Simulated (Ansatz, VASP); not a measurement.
**TiB2 in VASP and in Ansatz**

File INCAR:

```
SYSTEM = TiB2
  ALGO = Normal
  EDIFF = 1E-7
  ENCUT = 520
  GGA = PS
  ISIF = 2
  ISMEAR = -1
  LASPH = .True.
  LCHARG = .False.
  LREAL = .False.
  LWAVE = .False.
  NBANDS = 16
  NELM = 60
  PREC = Accurate
  SIGMA = 0.05
```

The input KPOINTS:

```
k-points
0
Gamma
  10 10 8
  0 0 0
```

The input POSCAR:

```
TiB2
1.0
    3.0492615118      0.0000000000      0.0000000000
   -1.5246307559      2.6407379320      0.0000000000
    0.0000000000      0.0000000000      3.2497807555
Ti B
1 2
Direct
    0.0000000000      0.0000000000      0.0000000000
    0.6666666667      0.3333333333      0.5000000000
    0.3333333333      0.6666666667      0.5000000000
```

File input.yaml:

```yaml
crystal:
  lattice:
    - [3.0492615118, 0.0, 0.0]
    - [-1.5246307559, 2.640737932, 0.0]
    - [0.0, 0.0, 3.2497807555]
  atoms:
    - { symbol: Ti, position: [0.0, 0.0, 0.0] }
    - { symbol: B, position: [0.6666666667, 0.3333333333, 0.5] }
    - { symbol: B, position: [0.3333333333, 0.6666666667, 0.5] }
hamiltonian:
  xc: pbesol
  pseudopotentials: { kind: paw }
kpoints:
  mp_grid: { grid: [10, 10, 8] }
scf:
  occupations: { method: fermi_dirac, width: 0.05 }
output:
  forces: true
  stress: true
  eigenvalues: true
  write_density: true
  write_potential: true
  elf: true
  volumetric_format: npy
```

Change from the starting cell: volume scaled by 1.02.

Alike in both runs: task single point; functional PBEsol; k mesh 10 × 10 × 8; occupations fermi-dirac, width 0.05 eV; no spin polarisation.

|  | VASP | Ansatz |
| --- | --- | --- |
| version | VASP 6.6.1 | Ansatz 0.2.0 |
| potentials or method | VASP PAW PBE potentials, release 64 (Ti_sv, B) | Ansatz PAW |
| plane-wave cutoff (eV) | 520 | 420 |
| valence electrons in the cell | 18 | 18 |

Ansatz gave:

```
gap on the k mesh at the Fermi level (eV)       : none
pressure (GPa)                                  : -9.8
largest component of the traceless stress (GPa) : 0.73
```

Task: Which values does VASP return?

Result: gap on the k mesh at the Fermi level (eV): none; pressure (GPa): -9.4; largest component of the traceless stress (GPa): 0.80.

A gap of «none» marks a metal or a gap that the smearing closes. With one functional, cell and mesh, what is left measures potentials, basis and numerics.

Caveats: the PAW data sets were made with another functional, which shifts forces and pressure a little (VASP); the PAW data sets come from PBE, with cores solved anew for the run's functional, which leaves a small shift of forces and pressure (Ansatz).
